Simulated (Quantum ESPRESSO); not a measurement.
Crystal: NaCl.

```
Cl Na
1.0
     3.50219    0.00000    0.00000
     0.00000    3.50219    0.00000
     0.00000    0.00000    3.50219
Cl Na
1 1
Cartesian
  1.7511 1.7511 1.7511
  0.0000 0.0000 0.0000
```

Measurements of this composition are mostly on another form, of space group No. 225.

Base run:

```yaml
Program: Quantum ESPRESSO 7.5
Functional: PBEsol
Potentials_or_basis: PseudoDojo 0.4.1 SR PBEsol standard
Cutoff: 1197 eV
Density_cutoff: 4789 eV
k_mesh: 6 × 6 × 6, shifted
Occupations: fermi-dirac, width 0.05 eV
Spin: no spin polarisation
```

Its results: pressure -1.2 GPa; electronic dielectric tensor (diagonal) 2.74.

Question: The run is repeated on the same cell with these changes: functional from PBEsol to LDA; potentials or basis from PseudoDojo 0.4.1 SR PBEsol standard to PseudoDojo 0.4.1 SR LDA standard. What comes out?

Answer: Pressure -3.1 GPa; electronic dielectric tensor (diagonal) 2.79.

Caveats: the cell is more than 3 GPa from zero pressure, which shifts response properties (some runs).
